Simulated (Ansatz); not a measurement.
Runs of Ansatz 0.2.0 on CuO. It takes space group Pm-3m (No. 221, cubic). The conventional cell has a = 2.553 Å, b = 2.553 Å, c = 2.553 Å, α = 90.00°, β = 90.00°, γ = 90.00°. Around Cu (site symmetry m-3m) lie 8 O at 2.21 Å. O (site symmetry m-3m) has 8 Cu at 2.21 Å as nearest neighbours. Measurements of this composition are mostly on another form, of space group No. 15.

```csv
task,level,potentials or basis,cell,k mesh,cutoff (eV),smearing,phonons,basis error allowed,mesh quality,gap on the mesh (eV),pressure (GPa)
relaxation of cell and atoms,PBE,"all-electron LAPW, scalar-relativistic",relaxed,8 × 8 × 8,-,fermi-dirac 0.05 eV,-,0.002 eV/atom,coarse,-,0.0
single point,PBE,"all-electron LAPW, scalar-relativistic",as given,6 × 6 × 6,309,fermi-dirac 0.03 eV,-,0.002 eV/atom,coarse,none,21.0
density of states,PBE,all-electron PAW datasets made for the crystal,as given,10 × 10 × 10,400,fermi-dirac 0.05 eV,-,-,not flagged,none,(a)
phonons,PBEsol,all-electron PAW datasets made for the crystal,as given,10 × 10 × 10,450,fermi-dirac 0.05 eV,method dfpt,-,not flagged,none,-
phonons,PBE,"all-electron LAPW, scalar-relativistic",as given,10 × 10 × 10,331,fermi-dirac 0.05 eV,-,0.002 eV/atom,not flagged,none,-
```

Alike in all rows: no spin polarisation.

Fill in the values left out.

(a) 20.8.

Caveats: some runs use coarse meshes; the run has no spin polarisation, though such a crystal can be magnetic; an odd number of electrons without spin polarisation forces a metal (some runs); a magnetic or distorted state may lie lower (some runs); semilocal functionals often make such compounds metallic where correlation or magnetic order opens a gap, which also shifts bond lengths (some runs); the k mesh is thin for a metal, which can move the energy by tens of meV per atom (some runs); so large a pressure means that the cell lies far from this level's equilibrium, or that cutoff or potentials fall short (some runs); the program warned that the printed levels may be off, so bands, gaps and densities of states are rough (some runs).

A k mesh can miss the band edges.

A gap of «none» marks a metal or a gap under the smearing width.

Not every run made on this cell is shown here.
